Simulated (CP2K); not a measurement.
## Os under changes of volume

One of the cells (13.982 Å³/atom); the others are scaled copies at fixed shape and fractional positions:

```
CELL_PARAMETERS angstrom
2.73410 0.00000 0.00000
-1.36705 2.36780 0.00000
0.00000 0.00000 4.31970
ATOMIC_POSITIONS crystal
Os 0.66667 0.33333 0.75000
Os 0.33333 0.66667 0.25000
```

| Item | Value |
| --- | --- |
| Program | CP2K 2026.2 |
| Functional | PBE |
| Potentials or basis | POTENTIAL_UZH Os GTH-PBE-q16; TZVP-MOLOPT-PBE-GTH basis |
| Density cutoff | 6123 eV |
| k mesh | 11 × 11 × 6 |
| Occupations | fermi-dirac, width 0.05 eV |
| Spin | no spin polarisation |

```csv
volume (Å³/atom),energy over the lowest point (meV/atom),pressure (GPa)
13.143,117.03,37.9
13.423,?,?
13.703,24.42,16.1
13.982,4.62,6.9
14.262,0.00,-1.3
14.542,8.92,-8.6
14.821,29.91,-15.2
```

Question: What does the run at 13.423 Å³/atom give?

Answer: Energy over the lowest point 61.22 meV/atom; pressure 26.4 GPa.

Worked out: A Birch-Murnaghan fit of order 3 (a polynomial in V^(-2/3)) to the other rows has its minimum at 14.21 Å³/atom with B0 = V·E''(V) = 402 GPa and B' = 4.7 at fixed shape and positions, which overstates the stiffness. It gives 61.21 meV/atom at 13.423 Å³/atom, against the run's 61.22, and -dE/dV = 26.3 GPa, against 26.4.

Energies are extrapolated to zero smearing.

Caveats: the basis of atomic orbitals isn't converged, which shifts pressures, moduli and gaps.
